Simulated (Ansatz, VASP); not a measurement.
Two plane-wave programs on Cu

```
CELL_PARAMETERS angstrom
2.56757 0.00000 0.00000
-1.28378 2.22358 0.00000
0.00000 0.00000 4.19266
ATOMIC_POSITIONS crystal
Cu 0.33333 0.66667 0.25000
Cu 0.66667 0.33333 0.75000
```

This isn't the form of Cu at room conditions, which is fcc.

Alike in both runs: task single point; functional PBE; k mesh 21 × 21 × 12; occupations gaussian, width 0.15 eV; no spin polarisation.

```csv
,VASP,Ansatz
version,VASP 6.6.1,Ansatz 0.2.0
potentials or method,"VASP PAW PBE potentials, release 64 (Cu)","scalar-relativistic, plane waves, PAW"
plane-wave cutoff (eV),520,520
valence electrons in the cell,22,38
```

|  | VASP | Ansatz | Ansatz less VASP |
| --- | --- | --- | --- |
| gap on the k mesh at the Fermi level (eV) | none | none | - |
| pressure (GPa) | 1.2 | -0.1 | -1.27 |
| largest component of the traceless stress (GPa) | 0.96 | 0.99 | +0.036 |

A gap of «none» marks a metal or a gap that the smearing closes. The functional is the same, so the differences come from potentials, cutoffs and numerics. The two sets of potentials don't hold the same shells in valence.
